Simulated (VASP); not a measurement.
# SiO2 (P6_422) in VASP: notebook, part 2 of 2

VASP 6.6.1. Earlier steps stand in the parts before.

### 4 Relaxation of cell and atoms, revPBE

File INCAR:

```
SYSTEM = SiO2
ALGO = Normal
EDIFF = 1E-6
EDIFFG = -0.005
ENCUT = 600
GGA = RE
IBRION = 2
ISIF = 3
ISMEAR = -1
LASPH = .TRUE.
LCHARG = .FALSE.
LREAL = .FALSE.
LWAVE = .FALSE.
NELM = 80
NSW = 60
PREC = Accurate
SIGMA = 0.05
```

File KPOINTS:

```
k-points
0
G
  5 5 4
  0 0 0
```

File POSCAR:

```
SiO2
1.0
    5.0605222284      0.0000000000      0.0000000000
   -2.5302611142      4.3825408062      0.0000000000
    0.0000000000      0.0000000000      5.5413533100
Si O
3 6
Direct
    0.5000000000      0.0000000000      0.0000000000
    0.5000000000      0.5000000000      0.6666666667
    0.0000000000      0.5000000000      0.3333333333
    0.2086053700      0.7913946300      0.1666666667
    0.2086053700      0.4172107400      0.5000000000
    0.4172107400      0.2086053700      0.8333333333
    0.7913946300      0.2086053700      0.1666666667
    0.7913946300      0.5827892600      0.5000000000
    0.5827892600      0.7913946300      0.8333333333
```

Command:

```sh
$ cat potpaw_PBE.64/Si/POTCAR potpaw_PBE.64/O/POTCAR > POTCAR
$ mpirun -np 1 vasp_std > vasp.out
```

Run time: 3.4 min. Hardware: 1 thread of Intel Xeon Platinum 8488C (Sapphire Rapids), shared host; peak memory 0.28 GiB.

The run converged. Its results:

```yaml
Free_energy: -68.6632 eV
Relaxed_volume: 14.18 Å³/atom
Relaxed_cell: a = 5.125 Å, b = 5.125 Å, c = 5.608 Å, α = 90.00°, β = 90.00°, γ = 120.00°
Space_group_after_relaxing_to_0.05_Å: P6_422 (No. 181)
Energy_gained_by_relaxing: 10.8 meV/atom
Ionic_steps: 9
Pressure_after_relaxing: 0.0 GPa
Band_gap_on_the_k_mesh: 5.69 eV, indirect (least direct gap 5.87 eV)
```

The path:
```tsv
step	energy change (eV)	largest force (eV/Å)	pressure (GPa)	volume (Å³)
1	0.0000	0.2892	6.85	122.90
2	0.0697	0.4306	-7.64	133.58
3	-0.0969	0.0430	-0.02	127.37
4	-0.0969	0.0368	0.10	127.28
5	-0.0972	0.0242	0.09	127.36
6	-0.0976	0.0034	0.05	127.54
7	-0.0976	0.0046	-0.10	127.65
8	-0.0976	0.0003	-0.03	127.59
9	-0.0976	0.0003	-0.02	127.59
```

Final structure:
```xyz
9
Lattice="5.1253 0.0000 0.0000 -2.5626 4.4386 0.0000 0.0000 0.0000 5.6084" Properties=species:S:1:pos:R:3 pbc="T T T"
Si    2.5626    0.0000    0.0000
Si    1.2813    2.2193    3.7389
Si   -1.2813    2.2193    1.8695
O    -0.9596    3.5131    0.9347
O     0.0000    1.8510    2.8042
O     1.6030    0.9255    4.6736
O     3.5222    0.9255    0.9347
O     2.5626    2.5876    2.8042
O     0.9596    3.5131    4.6736
```

Levels at points of the mesh, in eV from the valence-band top:
```
           k point  band 22  band 23  band 24  band 25  band 26  band 27
(0.00, 0.00, 0.00)    -0.42    -0.42    -0.18     5.69     8.95     8.95
(0.00, 0.00, 0.50)    -0.28     0.00     0.00     7.50     7.50     8.52
```

Caveat: the PAW data sets were made with another functional, which shifts forces and pressure a little; an odd mesh through Γ misses points on the zone boundary, where band edges often lie.

### 5 Relaxation of cell and atoms, BLYP

Edit INCAR of step 4 so:

```diff
@@ -1,2 +1,6 @@
 SYSTEM = SiO2
+AGGAC = 1.0
+AGGAX = 1.0
+ALDAC = 0.0
+ALDAX = 1.0
 ALGO = Normal
@@ -5,3 +9,3 @@
 ENCUT = 600
-GGA = RE
+GGA = B5
 IBRION = 2
```

KPOINTS is that of step 4.

POSCAR is that of step 4.

Command:

```sh
$ cat potpaw_PBE.64/Si/POTCAR potpaw_PBE.64/O/POTCAR > POTCAR
$ mpirun -np 1 vasp_std > vasp.out
```

Wall time 7.4 min (1 thread of Intel Xeon Platinum 8488C (Sapphire Rapids), shared host); peak memory 0.29 GiB.

It converged, with:

```
Free energy                            : -68.4484 eV
Relaxed volume                         : 14.20 Å³/atom
Relaxed cell                           : a = 5.126 Å, b = 5.126 Å, c = 5.615 Å, α = 90.00°, β = 90.00°, γ = 120.00°
Space group after relaxing (to 0.05 Å) : P6_422 (No. 181)
Energy gained by relaxing              : 11.0 meV/atom
Ionic steps                            : 11
Pressure after relaxing                : 0.0 GPa
Band gap on the k mesh                 : 5.51 eV, indirect (least direct gap 5.69 eV)
```

Step by step:
| step | energy change (eV) | largest force (eV/Å) | pressure (GPa) | volume (Å³) |
| --- | --- | --- | --- | --- |
| 1 | 0.0000 | 0.2598 | 6.87 | 122.90 |
| 2 | 0.0643 | 0.4452 | -7.49 | 133.60 |
| 3 | -0.0973 | 0.0688 | -0.01 | 127.43 |
| 4 | -0.0973 | 0.0627 | 0.11 | 127.34 |
| 5 | -0.0982 | 0.0413 | 0.09 | 127.47 |
| 6 | -0.0989 | 0.0152 | 0.06 | 127.62 |
| 7 | -0.0985 | 0.0369 | -0.01 | 127.94 |
| 8 | -0.0990 | 0.0012 | 0.04 | 127.72 |
| 9 | -0.0990 | 0.0038 | -0.06 | 127.80 |
| 10 | -0.0990 | 0.0021 | -0.03 | 127.78 |
| 11 | -0.0990 | 0.0008 | -0.01 | 127.77 |

Final structure:
```
CELL_PARAMETERS angstrom
5.12600 0.00000 0.00000
-2.56300 4.43925 0.00000
0.00000 0.00000 5.61476
ATOMIC_POSITIONS crystal
Si 0.50000 0.00000 0.00000
Si 0.50000 0.50000 0.66667
Si 0.00000 0.50000 0.33333
O 0.20891 0.79109 0.16667
O 0.20891 0.41781 0.50000
O 0.41781 0.20891 0.83333
O 0.79109 0.20891 0.16667
O 0.79109 0.58219 0.50000
O 0.58219 0.79109 0.83333
```

Levels at points of the mesh, in eV from the valence-band top:
```
           k point  band 21  band 22  band 23  band 24  band 25  band 26  band 27  band 28
(0.00, 0.00, 0.00)    -0.92    -0.42    -0.42    -0.18     5.51     8.86     8.86     9.09
(0.00, 0.00, 0.50)    -1.07    -0.27     0.00     0.00     7.31     7.31     8.47     9.65
```

Caveat: the PAW data sets were made with another functional, which shifts forces and pressure a little; an odd mesh through Γ misses points on the zone boundary, where band edges often lie.

### 6 Relaxation of cell and atoms, AM05

Edit INCAR of step 5 so:

```diff
@@ -1,6 +1,2 @@
 SYSTEM = SiO2
-AGGAC = 1.0
-AGGAX = 1.0
-ALDAC = 0.0
-ALDAX = 1.0
 ALGO = Normal
@@ -9,3 +5,3 @@
 ENCUT = 600
-GGA = B5
+GGA = AM
 IBRION = 2
```

KPOINTS is that of step 5.

POSCAR is that of step 5.

Potentials or basis: VASP PAW PBE potentials, release 64 (Si, O).

Command:

```sh
$ cat potpaw_PBE.64/Si/POTCAR potpaw_PBE.64/O/POTCAR > POTCAR
$ mpirun -np 1 vasp_std > vasp.out
```

Wall time 3.1 min (1 thread of Intel Xeon Platinum 8488C (Sapphire Rapids), shared host); peak memory 0.28 GiB.

The run converged. Its results:

- Free energy: -72.8335 eV
- Relaxed volume: 13.89 Å³/atom
- Relaxed cell: a = 5.089 Å, b = 5.089 Å, c = 5.571 Å, α = 90.00°, β = 90.00°, γ = 120.00°
- Space group after relaxing (to 0.05 Å): P6_422 (No. 181)
- Energy gained by relaxing: 2.3 meV/atom
- Ionic steps: 6
- Pressure after relaxing: 0.0 GPa
- Band gap on the k mesh: 5.72 eV, indirect (least direct gap 5.90 eV)

Forces on the atoms (eV/Å):
```
Si   0.000  0.000  0.000
Si   0.000  0.000  0.000
Si   0.000  0.000  0.000
O   -0.002  0.001  0.000
O    0.000 -0.002  0.000
O   -0.002 -0.001  0.000
O    0.002 -0.001  0.000
O    0.000  0.002  0.000
O    0.002  0.001  0.000
```

Step by step:
```csv
step,energy change (eV),largest force (eV/Å),pressure (GPa),volume (Å³)
1,0.0000,0.1363,3.15,122.90
2,0.0185,0.2195,-4.01,127.74
3,-0.0204,0.0176,0.01,124.90
4,-0.0204,0.0148,0.07,124.86
5,-0.0205,0.0094,0.06,124.89
6,-0.0205,0.0023,0.04,124.97
```

Final structure:
```xyz
9
Lattice="5.0893 0.0000 0.0000 -2.5447 4.4075 0.0000 0.0000 0.0000 5.5713" Properties=species:S:1:pos:R:3 pbc="T T T"
Si    2.5447    0.0000    0.0000
Si    1.2723    2.2037    3.7142
Si   -1.2723    2.2037    1.8571
O    -0.9526    3.4883    0.9286
O     0.0000    1.8384    2.7857
O     1.5921    0.9192    4.6428
O     3.4972    0.9192    0.9286
O     2.5447    2.5691    2.7857
O     0.9526    3.4883    4.6428
```

Levels at points of the mesh, in eV from the valence-band top:
```
           k point  band 21  band 22  band 23  band 24  band 25  band 26  band 27  band 28
(0.00, 0.00, 0.00)    -0.97    -0.45    -0.45    -0.19     5.72     8.89     8.89     9.10
(0.00, 0.00, 0.50)    -1.13    -0.28     0.00     0.00     7.52     7.52     8.40     9.63
```

Caveat: the PAW data sets were made with another functional, which shifts forces and pressure a little; an odd mesh through Γ misses points on the zone boundary, where band edges often lie.

### 7 The reference run

An earlier run on the cell as given: functional PBE; potentials or basis VASP PAW PBE potentials, release 64 (Si, O); cutoff 520 eV; k mesh 6 × 6 × 5; occupations fermi-dirac, width 0.05 eV; no spin polarisation.

* Pressure: 5.1 GPa
* Largest force: 0.235 eV/Å
* Band gap on the k mesh: 5.71 eV, indirect (least direct gap 5.91 eV)

### 8 The runs side by side

```tsv
task	level	cell	k mesh	cutoff (eV)	gap on the mesh (eV)	pressure (GPa)	relaxed volume (Å³/atom)
relaxation of cell and atoms	PBEsol	relaxed	5 × 5 × 4	600	5.55	0.0	13.83
relaxation of cell and atoms	RPBE	relaxed	5 × 5 × 4	600	5.68	0.0	14.22
relaxation of cell and atoms	revPBE	relaxed	5 × 5 × 4	600	5.69	0.0	14.18
relaxation of cell and atoms	BLYP	relaxed	5 × 5 × 4	600	5.51	0.0	14.20
relaxation of cell and atoms	AM05	relaxed	5 × 5 × 4	600	5.72	0.0	13.89
single point	PBE	as given	6 × 6 × 5	520	5.71	5.1	-
```

Alike in all rows: potentials or basis VASP PAW PBE potentials, release 64 (Si, O); no spin polarisation; smearing fermi-dirac 0.05 eV.

Caveats: an odd mesh through Γ misses points on the zone boundary, where band edges often lie; the PAW data sets were made with another functional, which shifts forces and pressure a little (some runs).

Absolute energies hang on the potentials; compare differences alone.
